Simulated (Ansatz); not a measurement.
Starting structure of a cell relaxation (symmetry kept):

```yaml
crystal:
  lattice:
    - [1.43271, -2.57038, 0.00000]
    - [1.43271, 2.57038, 0.00000]
    - [0.00000, 0.00000, 4.89213]
  atoms:
    - { symbol: Au, position: [0.66395, 0.33605, 0.25000] }
    - { symbol: Au, position: [0.33605, 0.66395, 0.75000] }
```

The calculation used DFT PBE+D3(BJ), scalar-relativistic, plane waves, PAW in Ansatz 0.2.0.

Cutoff 420 eV; k points 16×16×10 on the computed 2-atom cell (Γ-centred); Gaussian smearing, width 0.10 eV; no spin polarisation.

What does it relax to?

The volume decreases by 0.72 Å³/atom to 17.29 Å³/atom, and the energy falls by 13.7 meV/atom. Final structure:
```
Au
1.0
     1.41699   -2.53253    0.00000
     1.41699    2.53253    0.00000
     0.00000    0.00000    4.81911
Au
2
Direct
  0.66369 0.33631 0.25000
  0.33631 0.66369 0.75000
```

Course of the relaxation (steps run on the plane waves of an earlier cell, and the basis is chosen afresh near the end, so energy and pressure can step there; trial steps that raised the energy were taken back; energies are free energies):

```
step E − E_final (meV/atom) largest force component (eV/Å) P (GPa) V (Å³/atom)
   1                    13.7                           0.001    -5.79        18.02
   2                    66.1                           0.005    17.03        15.91
   3                     0.3                           0.003    -1.22        17.43
   4                    -0.3                           0.002    -0.01        17.29
   5                     0.0                           0.002    -0.01        17.29
```

Spin–orbit coupling is left out, which can shift energies with elements as heavy as these.

Cost: 1 run of about 1.8 core-minutes, on Intel Xeon Processor @ 2.70GHz (shared hosts).